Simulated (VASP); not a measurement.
# Te2Pt (P-3m1) in VASP: settings compared

The runs below take Te2Pt through single point, with PBEsol, HSE06.

All numbers are computed with VASP 6.6.1; they aren't measurements. Logs are shortened: lines on timing, memory, paths and dates and some standing lists are left out, and cuts for length are marked.

### 1 Starting point

Symmetry: P-3m1, No. 164, trigonal system. The conventional cell has a = 4.038 Å, b = 4.038 Å, c = 5.311 Å, α = 90.00°, β = 90.00°, γ = 120.00°. Pt (site symmetry -3m) is surrounded by 6 Te at 2.70 Å. Te (site symmetry 3m) has 3 Pt at 2.70 Å as nearest neighbours.

The cell was built by a generator and needn't be a form met in nature.

### 2 Single point, PBEsol

The input, INCAR:

```
PREC = Accurate
ENCUT = 520
EDIFF = 1E-6
ISMEAR = -1
SIGMA = 0.02
LREAL = F
LASPH = T
NELM = 100
ALGO = Normal
ISIF = 2
LWAVE = F
LCHARG = F
GGA = PS
NBANDS = 18
```

The input, KPOINTS:

```
Automatic mesh
0
Gamma
  6 6 4
```

The input, POSCAR:

```
Te2Pt
1.0
    4.0381770487      0.0000000000      0.0000000000
   -2.0190885243      3.4971639092      0.0000000000
    0.0000000000      0.0000000000      5.3109615831
Pt Te
1 2
Direct
    0.0000000000      0.0000000000      0.0000000000
    0.3333333333      0.6666666667      0.2568463252
    0.6666666667      0.3333333333      0.7431536748
```

Potentials or basis: VASP PAW PBE potentials, release 64 (Pt, Te).

Launch:

```bash
> cat potpaw_PBE.64/Pt/POTCAR potpaw_PBE.64/Te/POTCAR > POTCAR
> mpirun -np 1 vasp_std > vasp.out
```

OUTCAR:

```text
PREC = Accurate
   ENCUT = 520
   EDIFF = 1E-6
   ISMEAR = -1
   LREAL = F
   LASPH = T
   NELM = 100
   ISIF = 2
   GGA = PS

 ion  position               nearest neighbor table
   1  0.000  0.000  0.000-   2 2.70   3 2.70   3 2.70   2 2.70   3 2.70   2 2.70
   2  0.333  0.667  0.257-   1 2.70   1 2.70   1 2.70   3 3.48   3 3.48   3 3.48   3 3.59   3 3.59
                             3 3.59
   3  0.667  0.333  0.743-   1 2.70   1 2.70   1 2.70   2 3.48   2 3.48   2 3.48   2 3.59   2 3.59
                             2 3.59

  LATTYP: Found a hexagonal cell.
 ALAT       =     4.0381770487
 C/A-ratio  =     1.3151878977

  Lattice vectors:

 A1 = (   4.0381770487,   0.0000000000,   0.0000000000)
 A2 = (  -2.0190885243,   3.4971639092,   0.0000000000)
 A3 = (   0.0000000000,   0.0000000000,   5.3109615831)

Analysis of symmetry for initial positions (statically):
=====================================================================
 Subroutine PRICEL returns:
 Original cell was already a primitive cell.

 Routine SETGRP: Setting up the symmetry group for a
 hexagonal supercell.

 Subroutine GETGRP returns: Found 12 space group operations
 (whereof 12 operations were pure point group operations)
 out of a pool of 24 trial point group operations.

The static configuration has the point symmetry D_3d.

Analysis of symmetry for dynamics (positions and initial velocities):
=====================================================================
 Subroutine PRICEL returns:
 Original cell was already a primitive cell.

 Routine SETGRP: Setting up the symmetry group for a
 hexagonal supercell.

 Subroutine GETGRP returns: Found 12 space group operations
 (whereof 12 operations were pure point group operations)
 out of a pool of 24 trial point group operations.

The dynamic configuration has the point symmetry D_3d.

 Subroutine INISYM returns: Found 12 space group operations
 (whereof 12 operations are pure point group operations),
 and found     1 'primitive' translations

----------------------------------------------------------------------------------------

                                     Primitive cell

  volume of cell :      75.0023

  direct lattice vectors                    reciprocal lattice vectors
     4.038177049  0.000000000  0.000000000     0.247636492  0.142972996  0.000000000
    -2.019088524  3.497163909  0.000000000     0.000000000  0.285945991  0.000000000
     0.000000000  0.000000000  5.310961583     0.000000000  0.000000000  0.188289820

  length of vectors
     4.038177049  4.038177049  5.310961583     0.285945991  0.285945991  0.188289820

  position of ions in fractional coordinates (direct lattice)
     0.000000000  0.000000000  0.000000000
     0.333333333  0.666666667  0.256846325
     0.666666667  0.333333333  0.743153675

  ion indices of the primitive-cell ions
   primitive index   ion index
                 1           1
                 2           2
                 3           3

----------------------------------------------------------------------------------------

 KPOINTS: Automatic mesh

Automatic generation of k-mesh.
 Grid dimensions read from file:
 generate k-points for:    6    6    4

 Generating k-lattice:

  Cartesian coordinates                     Fractional coordinates (reciprocal lattice)
     0.041272749  0.023828833  0.000000000     0.166666667  0.000000000  0.000000000
     0.000000000  0.047657665  0.000000000     0.000000000  0.166666667  0.000000000
     0.000000000  0.000000000  0.047072455     0.000000000  0.000000000  0.250000000

  Length of vectors
     0.047657665  0.047657665  0.047072455

  Shift w.r.t. Gamma in fractional coordinates (k-lattice)
     0.000000000  0.000000000  0.000000000

 Subroutine IBZKPT returns following result:
 ===========================================

 Found     24 irreducible k-points:

 Following reciprocal coordinates:
            Coordinates               Weight
  0.000000  0.000000  0.000000      1.000000
  0.166667  0.000000  0.000000      6.000000
  0.333333  0.000000  0.000000      6.000000
  0.500000  0.000000  0.000000      3.000000
  0.166667  0.166667  0.000000      6.000000
  0.333333  0.166667  0.000000     12.000000
[... 16 lines left out ...]
  0.333333  0.166667  0.500000     12.000000
  0.333333  0.333333  0.500000      2.000000
   k-points           NKPTS =     24   k-points in BZ     NKDIM =     24   number of bands    NBANDS=     18
   number of dos      NEDOS =    301   number of ions     NIONS =      3
   total plane-waves  NPLWV =  36000
   dimension x,y,z NGX =    30 NGY =   30 NGZ =   40
   dimension x,y,z NGXF=    60 NGYF=   60 NGZF=   80
   ions per type =               1   2
   NGX,Y,Z   is equivalent  to a cutoff of  12.35, 12.35, 12.52 a.u.
   NGXF,Y,Z  is equivalent  to a cutoff of  24.70, 24.70, 25.04 a.u.
 SYSTEM =  unknown system
   PREC   = accura    normal or accurate (medium, high low for compatibility)
   ISTART =      0    job   : 0-new  1-cont  2-samecut
   ICHARG =      2    charge: 1-file 2-atom 10-const
   ISPIN  =      1    spin polarized calculation?
   LNONCOLLINEAR =      F non collinear calculations
   LSORBIT =      F    spin-orbit coupling
   LASPH  =      T    aspherical Exc in radial PAW
   ENCUT  =  520.0 eV  38.22 Ry    6.18 a.u.   7.51  7.51  9.87*2*pi/ulx,y,z
   NELM   =    100;   NELMIN=  2; NELMDL= -5     # of ELM steps
   EDIFF  = 0.1E-05   stopping-criterion for ELM
   LREAL  =      F    real-space projection
   EDIFFG = 0.1E-04   stopping-criterion for IOM
   NSW    =      0    number of steps for IOM
   IBRION =     -1    ionic relax: 0-MD 1-quasi-New 2-CG
   NFREE  =      0    steps in history (QN), initial steepest desc. (CG)
   ISIF   =      2    stress and relaxation
   ISYM   =      2    0-nonsym 1-usesym 2-fastsym
   POTIM  = 0.5000    time-step for ionic-motion
   TEBEG  =    0.0;   TEEND  =   0.0 temperature during run
   PSTRESS=    0.0 pullay stress
   NELECT =      22.0000    total number of electrons
   NUPDOWN=      -1.0000    fix difference up-down
   EMIN   =  10.00;   EMAX   =-10.00  energy-range for DOS
   EFERMI =   0.00;   METHOD = LEGACY
   ISMEAR =    -1;   SIGMA  =   0.02  broadening in eV -4-tet -1-fermi 0-gaus
   EFERMI_NEDOS =   21; number of points for ismear=-14 and -15
   IALGO  =     38    algorithm
   IMIX   =      4    mixing-type and parameters
     AMIX     =   0.40;   BMIX     =  1.00
     AMIX_MAG =   1.60;   BMIX_MAG =  1.00
  volume/ion in A,a.u.               =      25.00       168.71
  Fermi-wavevector in a.u.,A,eV,Ry     =   1.087738  2.055526 16.098053  1.183174
  Thomas-Fermi vector in A             =   2.223904
   LORBIT       =      0    0 simple, 1 ext, 2 COOP (PROOUT), +10 PAW based schemes
   GGA     = PS    functional components
   LHFCALC =     F    Hartree Fock is set to
   AEXX    =    0.0000 exact exchange contribution
   IVDW    =     0    specifies the selected vdW correction
   LEPSILON=     F    determine dielectric tensor
   LRPA    =     F    only Hartree local field effects (RPA)
 non-spin polarized calculation
  energy-cutoff  :      520.00
  volume of cell :       75.00
 maximum number of plane-waves:      2041
   NGX = 15   NGY = 15   NGZ = 19

 number of electron      21.9999998 magnetization

 Free energy of the ion-electron system (eV)
  ---------------------------------------------------
  ext. energy  EPLUGINS =         0.00000000
  ---------------------------------------------------
  free energy    TOTEN  =       -15.25063732 eV

  energy without entropy =      -15.24947198  energy(sigma->0) =      -15.25005465

 E-fermi :   8.2210     XC(G=0): -10.5632

 val. band max:        8.1763903623   @ k =   0.1667   0.1667   0.0000
 cond. band min:       8.2784548457   @ k =   0.0000   0.0000   0.2500
 fundamental gap:      0.1020644834
 Fermi energy:         8.2209835146

 k-point     1 :       0.0000    0.0000    0.0000
  band No.  band energies     occupation
      1      -5.6756      2.00000
      2      -2.4579      2.00000
      3       1.5789      2.00000
      4       2.5934      2.00000
      5       2.5934      2.00000
      6       4.5095      2.00000
[... 10 lines left out ...]
     17      14.1388      0.00000
     18      17.5168      0.00000

 k-point     2 :       0.1667    0.0000    0.0000
  band No.  band energies     occupation
      1      -5.3814      2.00000
      2      -2.5953      2.00000
      3       1.9132      2.00000
      4       2.7466      2.00000
      5       2.7887      2.00000
      6       4.1935      2.00000
[... 10 lines left out ...]
     17      14.7020      0.00000
     18      15.4987      0.00000

 k-point     3 :       0.3333    0.0000    0.0000
  band No.  band energies     occupation
      1      -4.5948      2.00000
      2      -2.9611      2.00000
      3       2.3591      2.00000
      4       2.9559      2.00000
      5       3.0637      2.00000
      6       3.5822      2.00000
[... 10 lines left out ...]
     17      14.3924      0.00000
     18      15.9681      0.00000

 k-point     4 :       0.5000    0.0000    0.0000
  band No.  band energies     occupation
      1      -3.7935      2.00000
      2      -3.4736      2.00000
      3       1.6017      2.00000
      4       3.1890      2.00000
      5       3.4930      2.00000
      6       4.5531      2.00000
[... 10 lines left out ...]
     17      14.0163      0.00000
     18      18.5500      0.00000

 k-point     5 :       0.1667    0.1667    0.0000
  band No.  band energies     occupation
      1      -4.8393      2.00000
      2      -2.8277      2.00000
      3       2.4716      2.00000
      4       2.9845      2.00000
      5       3.0514      2.00000
      6       3.4270      2.00000
[... 10 lines left out ...]
     17      15.6056      0.00000
     18      16.1325      0.00000

 k-point     6 :       0.3333    0.1667    0.0000
  band No.  band energies     occupation
      1      -3.9927      2.00000
      2      -3.2210      2.00000
      3       1.8991      2.00000
      4       2.9116      2.00000
      5       3.3493      2.00000
      6       3.5990      2.00000
[... 10 lines left out ...]
     17      16.0417      0.00000
     18      16.3867      0.00000

 k-point     7 :       0.3333    0.3333    0.0000
  band No.  band energies     occupation
      1      -3.4773      2.00000
      2      -3.4773      2.00000
      3       1.6432      2.00000
      4       2.7814      2.00000
      5       2.7814      2.00000
      6       3.9381      2.00000
[... 10 lines left out ...]
     17      15.8124      0.00000
     18      17.6719      0.00000

 k-point     8 :       0.0000    0.0000    0.2500
  band No.  band energies     occupation
      1      -5.4090      2.00000
      2      -3.2100      2.00000
      3       2.5744      2.00000
      4       2.6317      2.00000
      5       2.6317      2.00000
      6       4.4945      2.00000
[... 10 lines left out ...]
     17      13.7923      0.00000
     18      16.3755      0.00000
[... 229 lines left out ...]
     17      14.6992      0.00000
     18      15.1193      0.00000

 k-point    20 :       0.3333    0.0000    0.5000
  band No.  band energies     occupation
      1      -3.9807      2.00000
      2      -3.6763      2.00000
      3       1.8816      2.00000
      4       2.4397      2.00000
      5       2.9422      2.00000
      6       4.2353      2.00000
[... 10 lines left out ...]
     17      16.2890      0.00000
     18      16.7303      0.00000

 k-point    21 :       0.5000    0.0000    0.5000
  band No.  band energies     occupation
      1      -3.7408      2.00000
      2      -3.3154      2.00000
      3       1.1442      2.00000
      4       2.5954      2.00000
      5       2.9369      2.00000
      6       3.8036      2.00000
[... 10 lines left out ...]
     17      16.3737      0.00000
     18      17.3412      0.00000

 k-point    22 :       0.1667    0.1667    0.5000
  band No.  band energies     occupation
      1      -4.1361      2.00000
      2      -3.7859      2.00000
      3       2.1087      2.00000
      4       2.5481      2.00000
      5       3.3612      2.00000
      6       3.8686      2.00000
[... 10 lines left out ...]
     17      15.3035      0.00000
     18      16.0861      0.00000

 k-point    23 :       0.3333    0.1667    0.5000
  band No.  band energies     occupation
      1      -3.6572      2.00000
      2      -3.4487      2.00000
      3       1.6161      2.00000
      4       2.3074      2.00000
      5       3.2203      2.00000
      6       3.8639      2.00000
[... 10 lines left out ...]
     17      15.6604      0.00000
     18      16.5472      0.00000

 k-point    24 :       0.3333    0.3333    0.5000
  band No.  band energies     occupation
      1      -3.4143      2.00000
      2      -3.4143      2.00000
      3       2.2839      2.00000
      4       2.2839      2.00000
      5       2.3341      2.00000
      6       4.2079      2.00000
[... 10 lines left out ...]
     17      15.1730      0.00000
     18      16.1920      0.00000

------------------------ aborting loop because EDIFF is reached ----------------------------------------

  FORCE on cell =-STRESS in cart. coord.  units (eV):
  Direction    XX          YY          ZZ          XY          YZ          ZX
  --------------------------------------------------------------------------------------
  -------------------------------------------------------------------------------------
  Total       -0.5184466     -0.5184466     -0.8810949     -0.0000000      0.0000000      0.0000000
  in kB      -11.0749065    -11.0749065    -18.8216956     -0.0000000      0.0000000      0.0000000
  external PRESSURE =     -13.6571695 kB  Pullay stress =       0.0000000 kB

 VOLUME and BASIS-vectors are now :
 -----------------------------------------------------------------------------
  energy-cutoff  :      520.00
  volume of cell :       75.00
      direct lattice vectors                 reciprocal lattice vectors
     4.038177049  0.000000000  0.000000000     0.247636492  0.142972996  0.000000000
    -2.019088524  3.497163909  0.000000000     0.000000000  0.285945991  0.000000000
     0.000000000  0.000000000  5.310961583     0.000000000  0.000000000  0.188289820

 POSITION                                       TOTAL-FORCE (eV/Angst)
 -----------------------------------------------------------------------------------
      0.00000      0.00000      0.00000         0.000000      0.000000     -0.000000
     -0.00000      2.33144      1.36410         0.000000      0.000000     -0.049495
      2.01909      1.16572      3.94686        -0.000000     -0.000000      0.049495
 -----------------------------------------------------------------------------------
    total drift:                               -0.000000      0.000000      0.000000

  FREE ENERGIE OF THE ION-ELECTRON SYSTEM (eV)
  ---------------------------------------------------
  free  energy   TOTEN  =       -15.2506373154 eV

  energy  without entropy=      -15.2494719848  energy(sigma->0) =      -15.25005465
```

It took 25 s on 1 thread of Intel Xeon Platinum 8488C (Sapphire Rapids), shared host; peak memory 0.19 GiB.

Results:

```
Free energy            : -15.2506 eV
Pressure               : -1.4 GPa
Largest force          : 0.049 eV/Å
Band gap on the k mesh : none (metal or under the smearing width)
```

Forces in eV/Å, atoms in the order of the input:
```
Pt   0.000  0.000  0.000
Te   0.000  0.000 -0.049
Te   0.000  0.000  0.049
```

Stress tensor (GPa, compression positive):
```
-1.11  0.00  0.00
 0.00 -1.11  0.00
 0.00  0.00 -1.88
```

Caveat: the PAW data sets were made with another functional, which shifts forces and pressure a little.

(Continued in part 2 of 2.)
